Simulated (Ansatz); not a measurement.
The system is Ni.

```
Ni
1.0
     2.44802    0.00000    0.00000
    -1.22401    2.12005    0.00000
     0.00000    0.00000    4.07281
Ni
2
Direct
  0.66667 0.33333 0.75000
  0.33333 0.66667 0.25000
```

This isn't the form of Ni at room conditions, which is fcc.

Base run:

- Program: Ansatz 0.2.0
- Functional: PBE
- Potentials or basis: all-electron LAPW, scalar-relativistic
- Cutoff: 323 eV (chosen from the basis error)
- Basis error allowed: 0.001 eV/atom
- k mesh: 12 × 12 × 7
- Occupations: fermi-dirac, width 0.05 eV
- Spin: collinear spin, ferromagnetic start
- Starting moments: [1.0, 1.0] μB
- Fixed moment: 2 μB

Its results: pressure 10.4 GPa; site moments Ni +1.01 μB.

Task: The run is repeated on the same cell with these changes: fixed moment from 2 μB to 2.4 μB; moments at the start from [1.0, 1.0] to [1.2, 1.2]. What comes out?

Result: Pressure 13.1 GPa; site moments Ni +1.19 μB.

Caveats: the total moment is fixed, so each spin has its own Fermi level.
